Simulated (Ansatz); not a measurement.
**Mn: from a trial structure to a relaxed crystal**

These are results of DFT PBE, scalar-relativistic, plane waves, PAW (Ansatz 0.2.0), not measurements. Cutoff 420 eV, Γ-centred k mesh, Gaussian smearing, no spin polarisation in the final step.

The start puts Mn on the alpha-gallium structure type (Cmce, No. 64), at a guessed volume.

```
Mn
1.0
     2.00704   -3.40156    0.00000
     2.00704    3.40156    0.00000
     0.00000    0.00000    4.01942
Mn
4
Cartesian
  2.0070 2.3641 0.3155
  2.0070 -1.0375 1.6942
  2.0070 -2.3641 3.7039
  2.0070 1.0375 2.3252
```

Steps on the 6×6×4 mesh (4 atoms). 12 of 22 steps are shown, and the free energy counts from the last. Trial steps that were taken back and renewals of the plane-wave basis can be among the rows.

| step | ΔF (meV/atom) | V (Å³/atom) | P (GPa) | largest force component (eV/Å) |
| --- | --- | --- | --- | --- |
| 1 | 399.5 | 13.72 | -15.66 | 0.354 |
| 3 | 200.1 | 11.99 | 2.57 | 0.496 |
| 5 | 134.2 | 11.46 | 5.63 | 0.413 |
| 7 | 122.3 | 11.58 | 1.61 | 0.079 |
| 9 | 84.7 | 11.41 | 0.63 | 0.207 |
| 11 | 24.3 | 11.01 | 4.75 | 0.127 |
| 12 | 55.0 | 11.71 | -8.66 | 0.419 |
| 14 | 17.7 | 11.25 | -0.26 | 0.098 |
| 16 | 16.9 | 11.26 | 0.10 | 0.021 |
| 18 | 0.9 | 11.32 | 0.57 | 0.047 |
| 20 | 0.1 | 11.38 | 0.00 | 0.026 |
| 22 | 0.0 | 11.39 | -0.10 | 0.003 |

Steps on the 6×6×6 mesh (4 atoms). 5 of 6 steps are shown, and the free energy counts from the last.

| step | ΔF (meV/atom) | V (Å³/atom) | P (GPa) | largest force component (eV/Å) |
| --- | --- | --- | --- | --- |
| 1 | 4.4 | 11.39 | -0.86 | 0.102 |
| 2 | 2.6 | 11.35 | -0.13 | 0.095 |
| 3 | 0.8 | 11.36 | -0.15 | 0.063 |
| 4 | 0.1 | 11.36 | -0.11 | 0.003 |
| 6 | 0.0 | 11.35 | -0.03 | 0.002 |

A final relaxation ran on a 26×26×26 mesh. The relaxed crystal, Fmmm (No. 69):

```
Mn
1.0
     0.00000    2.12081    4.13370
     1.29692    0.00000    4.13370
     1.29692    2.12081    0.00000
Mn
2
Direct
  0.11681 0.11681 0.88319
  0.88319 0.88319 0.11681
```

| Property | Result |
| --- | --- |
| Volume per atom | 11.37 Å³ |
| Density | 8.02 g/cm³ |
| Energy over the standard structure | 0.41 eV/atom |
| Gap on the 26×26×26 mesh | 0 eV (a metal) |

Energies count from the standard state of Mn at the same level.

The final run used a 26×26×26 mesh on its 2-atom cell and 0.10 eV smearing. The k mesh leaves about 4 meV/atom of noise in metals.

A structure relaxed within its symmetry needn't be a true minimum.